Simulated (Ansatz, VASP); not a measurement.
**As: VASP beside Ansatz**

INCAR

```
SYSTEM = As
PREC = Accurate
ENCUT = 520
EDIFF = 1E-6
ISMEAR = -1
SIGMA = 0.1
LREAL = .FALSE.
LASPH = .TRUE.
NELM = 100
ALGO = Normal
ISIF = 2
LWAVE = .FALSE.
LCHARG = .FALSE.
GGA = RE
NBANDS = 8
```

The input KPOINTS:

```
Automatic mesh
0
G
  14 14 14
  0 0 0
```

File POSCAR:

```
As
1.0
    0.0000000000      2.1410747292      2.1410747292
    2.1410747292      0.0000000000      2.1410747292
    2.1410747292      2.1410747292      0.0000000000
As
1
Direct
    0.0000000000      0.0000000000      0.0000000000
```

Input for Ansatz:

```yaml
crystal:
  lattice:
    - [0.0, 2.1410747292, 2.1410747292]
    - [2.1410747292, 0.0, 2.1410747292]
    - [2.1410747292, 2.1410747292, 0.0]
  atoms:
    - { symbol: As, position: [0.0, 0.0, 0.0] }
hamiltonian:
  xc: revpbe
  pseudopotentials:
    kind: paw
    azcp:
      As: "pseudopotentials/As.paw.azcp"
basis:
  ecutwfc: 420
  fft_grid_basis: typed
kpoints:
  mp_grid: { grid: [14, 14, 14], shift: [0, 0, 0] }
magnetization:
  spin_polarized: false
scf:
  occupations: { method: fermi_dirac, width: 0.1 }
  lower_state_search: "off"
output:
  stress: true
  write_density: true
  write_potential: true
  elf: true
  volumetric_format: npy
```

Alike in both runs: task single point; functional revPBE; k mesh 14 × 14 × 14; occupations fermi-dirac, width 0.1 eV; no spin polarisation.

```csv
,VASP,Ansatz
version,VASP 6.6.1,Ansatz 0.2.0
potentials or method,"VASP PAW PBE potentials, release 64 (As)","plane waves (420 eV) with PAW, scalar-relativistic"
plane-wave cutoff (eV),520,420
valence electrons in the cell,5,15
```

```tsv
	VASP	Ansatz	Ansatz less VASP
pressure (GPa)	-0.1	-0.1	+0.01
```

With one functional, cell and mesh, what is left measures potentials, basis and numerics. The two sets of potentials don't hold the same shells in valence.

Caveats: the PAW data sets were made with another functional, which shifts forces and pressure a little (VASP).
